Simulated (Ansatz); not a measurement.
# Si6C: from a guess to a relaxed structure

Where does this trial cell of Si6C go when cell and atoms are let free?

Program: Ansatz 0.2.0. Level of theory: DFT PBE, scalar-relativistic, plane waves, PAW. These are calculated values, not measurements.

### Step 1. Starting point

The structure is cubic, space group Fm-3m (No. 225). Conventional cell: a = 7.580 Å, b = 7.580 Å, c = 7.580 Å, α = 90.00°, β = 90.00°, γ = 90.00°. Si (site symmetry mmm) is surrounded by 8 Si at 2.68 Å and 2 C at 2.68 Å. Around C (site symmetry m-3m) lie 12 Si at 2.68 Å.

Coordinates:

```xyz
7
Lattice="0.0000 3.7902 3.7902 3.7902 0.0000 3.7902 3.7902 3.7902 0.0000" Properties=species:S:1:pos:R:3 pbc="T T T"
Si    1.8951    1.8951    3.7902
Si    1.8951    3.7902    1.8951
Si    1.8951    1.8951    0.0000
Si    1.8951    0.0000    1.8951
Si    3.7902    1.8951    1.8951
Si    0.0000    1.8951    1.8951
C     0.0000    0.0000    0.0000
```

A structure generator made this guess: species swapped into a database cell of Zn6Mo (Fm-3m, No. 225), with Si on the Zn sites and C on the Mo sites. Lengths come from tabulated atomic sizes and are only a guess.

### Step 2. A first look at the guess

input.yaml

```yaml
crystal:
  lattice:
    - [0.0, 3.79015986, 3.79015986]
    - [3.79015986, 0.0, 3.79015986]
    - [3.79015986, 3.79015986, 0.0]
  atoms:
    - { symbol: Si, position: [0.5, 0.5, 0.0] }
    - { symbol: Si, position: [0.5, 0.0, 0.5] }
    - { symbol: Si, position: [0.0, 0.0, 0.5] }
    - { symbol: Si, position: [0.0, 0.5, 0.0] }
    - { symbol: Si, position: [0.0, 0.5, 0.5] }
    - { symbol: Si, position: [0.5, 0.0, 0.0] }
    - { symbol: C, position: [0.0, 0.0, 0.0] }
basis:
  ecutwfc: 420
kpoints:
  mp_grid: { grid: [4, 4, 4] }
hamiltonian:
  xc: pbe
scf:
  occupations: { method: gaussian, width: 0.1 }
  lower_state_search: "off"
output:
  forces: true
  stress: true
  eigenvalues: true
```

Started as:

```sh
$ ansatz run input.yaml --threads 1 --pin off --max-ram 2048MiB --backend cpu --events-out ev --progress --plain --runs-dir out
```

Output (excerpt; [...] marks lines left out):

```text
Warning: RAYON_NUM_THREADS=1 ignored (pool sized by the plan → 1); use --threads N
[...]
Pseudopotentials: kind: paw
Pseudopotential: Si, paw, valence charge 4, recommended cutoff 420 eV (normal), Si.paw.azcp
Pseudopotential: C, paw, valence charge 4, recommended cutoff 420 eV (normal), C.paw.azcp
Functional definition: PBE
[...]
Crystal: 7 atoms, lattice volume = 108.894 Å³
Basis set: ecut = 420 eV, 2109 PW (Γ), exchange–correlation on 72×72×72 points (8 copies of the dense FFT grid, shifted against one another)
Bands: 21, of which v1, the nominal top of the filled ones, is band 14 counted from 1 (13 counted from 0)
Symmetry: 48 space group operations
Space group: Fm-3m (ITA 225), of the structure as read, at distance tolerance 4.8e-5 Å
k-points: 8 of 64
[...]
SCF iter   1: F=—  HF=-4058.574921 eV  |F-HF|=—  |Δ(HF+E_count)|=         —  Δρ=6.74e-3  dr2=8.43e-2  ethr=1.77e-3  ⟨swp⟩=7.0  Hψ=982  notcnv=0
[...]
SCF iter   6: F=-4058.563036 eV  HF=-4058.563036 eV  |F-HF|=9.45e-9  |Δ(HF+E_count)|=   1.87e-7  Δρ=2.22e-6  dr2=6.13e-9  ethr=3.57e-10  ⟨swp⟩=6.9  Hψ=766  notcnv=0
[...]
SCF converged after 6 iterations
Free energy (F): -4058.563036 eV
[...]
E sigma→0 (E₀):  -4058.549352 eV
Entropy (-TS):   -0.027368 eV (-3.910 meV/atom)
Fermi energy:    8.650304 eV
[...]
--- Forces (eV/Å), atoms counted from 1 ---
  atom   1  Si    -0.00000000     0.00000000     0.00000000
  atom   2  Si    -0.00000000     0.00000000    -0.00000000
  atom   3  Si    -0.00000000     0.00000000    -0.00000000
  atom   4  Si    -0.00000000    -0.00000000    -0.00000000
  atom   5  Si     0.00000000     0.00000000     0.00000000
  atom   6  Si    -0.00000000     0.00000000    -0.00000000
  atom   7  C     -0.00000000    -0.00000000    -0.00000000
[...]
--- Stress (GPa, compression-positive) ---
       -7.265451       0.000000       0.000000
        0.000000      -7.265451       0.000000
        0.000000       0.000000      -7.265451
  P = ⅓ Tr σ = -7.2655 GPa (-72.655 kbar)
--- Band table (eV; the first three rows and the last of 8) ---
  k-point 0: bands = ["-5.2307", "0.2691", "1.5698", "1.6699", "1.6699", "1.6699", "2.7944", "2.7944", "2.7944", "4.7991", "4.7991", "4.7991", "5.2579", "5.2579", "9.5882", "11.2191", "11.2191", "11.2191", "12.9681", "12.9681"]
[...]
```

Run time: 0.69 s. Hardware: 1 thread of AMD EPYC 9R45 (Zen 5), shared host; peak memory 0.39 GiB.

The probe gives pressure -7.3 GPa, largest force 0.00 eV/Å, gap on this mesh none (metal). A guess like this is first relaxed loosely on the coarse mesh.

### Step 3. A loose first relaxation

input.yaml: that of step 2 with these lines changed.

```diff
@@ -26 +26,6 @@
   eigenvalues: true
+relax:
+  adjacent_minimum: "off"
+  f_tol: 0.04
+  max_steps: 70
+  cell: { stress_tol: 0.4 }
```

Started as:

```sh
$ ansatz run input.yaml --threads 1 --pin off --max-ram 2048MiB --backend cpu --events-out ev --progress --plain --runs-dir out
```

Output (excerpt; [...] marks lines left out):

```text
Warning: RAYON_NUM_THREADS=1 ignored (pool sized by the plan → 1); use --threads N
[...]
[... 4 set-up lines as earlier in the session ...]
[...]
Crystal: 7 atoms, lattice volume = 108.894 Å³
Basis set: ecut = 420 eV, 2109 PW (Γ), exchange–correlation on 72×72×72 points (8 copies of the dense FFT grid, shifted against one another)
Bands: 21, of which v1, the nominal top of the filled ones, is band 14 counted from 1 (13 counted from 0)
[... 2 set-up lines as earlier in the session ...]
k-points: 8 of 64
[...]
SCF iter   1: F=—  HF=-4058.574921 eV  |F-HF|=—  |Δ(HF+E_count)|=         —  Δρ=6.74e-3  dr2=8.43e-2  ethr=1.77e-3  ⟨swp⟩=7.0  Hψ=982  notcnv=0
[...]
--- Relaxed structure (3 steps of the walk, 3 accepted, 1 SCFs on fresh bases) ---
  F+E_penalty+E_count = -4058.81747416 eV   max|allowed force component| = 1.007e-30 eV/Å   (the final SCF, on the basis selected at the relaxed cell)
  cell:  # Å, volume = 98.3040 Å³
    - [-8.916901057567284e-34, 3.6630850864289584, 3.663085086428958]
    - [3.663085086428958, -6.815060093997852e-34, 3.663085086428958]
    - [3.663085086428958, 3.6630850864289584, 8.279979553455334e-35]
  atoms:
    - { symbol: Si, position: [0.5, 0.5, 0.0] }
    - { symbol: Si, position: [0.49999999999999994, 5.551115123125783e-17, 0.5] }
    - { symbol: Si, position: [-2.7755575615628914e-17, 2.7755575615628914e-17, 0.5] }
    - { symbol: Si, position: [0.0, 0.5, 0.0] }
    - { symbol: Si, position: [0.0, 0.5, 0.5] }
    - { symbol: Si, position: [0.5, 2.7755575615628914e-17, -2.7755575615628914e-17] }
    - { symbol: C, position: [6.502975771759019e-36, -9.527615665600579e-36, 4.688191835451968e-36] }
```

Run time: 2.7 s. Hardware: 1 thread of AMD EPYC 9R45 (Zen 5), shared host; peak memory 0.41 GiB.

Step by step:

| step | energy from step 1 (eV/cell) | largest force component (eV/Å) | pressure (GPa) | volume (Å³) |
| --- | --- | --- | --- | --- |
| 1 | 0.0000 | 0.0000 | -7.27 | 108.89 |
| 2 | -0.2473 | 0.0000 | -1.62 | 100.48 |
| 3 | -0.2571 | 0.0000 | 0.35 | 98.30 |
| 4 | -0.2544 | 0.0000 | 0.30 | 98.30 |

Step 1 is the start. Step 4 repeats the geometry before it on a plane-wave basis chosen anew for that cell, so its energy need not be comparable with the rows above.

Lengths and angles in the start's conventional setting:

|  | before | after | change |
| --- | --- | --- | --- |
| a (Å) | 7.580 | 7.326 | -3.4 % |
| b (Å) | 7.580 | 7.326 | -3.4 % |
| c (Å) | 7.580 | 7.326 | -3.4 % |
| volume (Å³/atom) | 15.56 | 14.04 | -9.7 % |
| shortest distance (Å) | 2.680 | 2.590 | -3.4 % |
| space group (0.01 Å) | Fm-3m | Fm-3m | same |

The run keeps the 48 symmetry operations of the start, so it could not have lowered the symmetry.

(Part 1 of 2 ends here.)
